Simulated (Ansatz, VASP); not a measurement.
Two plane-wave programs on MgS

```
Mg S
1.0
    -0.08689    2.51463    2.51463
     2.51463   -0.08689    2.51463
     2.51463    2.51463   -0.08689
Mg S
1 1
Cartesian
  0.0000 0.0000 0.0000
  2.4712 2.4712 2.4712
```

Change from the starting cell: shear_111 strain -5.0%.

Alike in both runs: task single point; functional PBE; k mesh 8 × 8 × 8; occupations fermi-dirac, width 0.02 eV; no spin polarisation.

|  | VASP | Ansatz |
| --- | --- | --- |
| version | VASP 6.6.1 | Ansatz 0.2.0 |
| potentials or method | VASP PAW PBE potentials, release 64 (Mg, S) | plane waves, PAW |
| plane-wave cutoff (eV) | 520 | 420 |
| valence electrons in the cell | 8 | 16 |

Ansatz gave:

- gap on the k mesh at the Fermi level (eV): 2.53
- pressure (GPa): 5.7
- largest component of the traceless stress (GPa): 1.85

Estimate VASP's values.

gap on the k mesh at the Fermi level (eV): 2.52; pressure (GPa): 5.3; largest component of the traceless stress (GPa): 1.86.

The functional is the same, so the differences come from potentials, cutoffs and numerics. The two sets of potentials don't hold the same shells in valence.

A k mesh can miss the band edges.
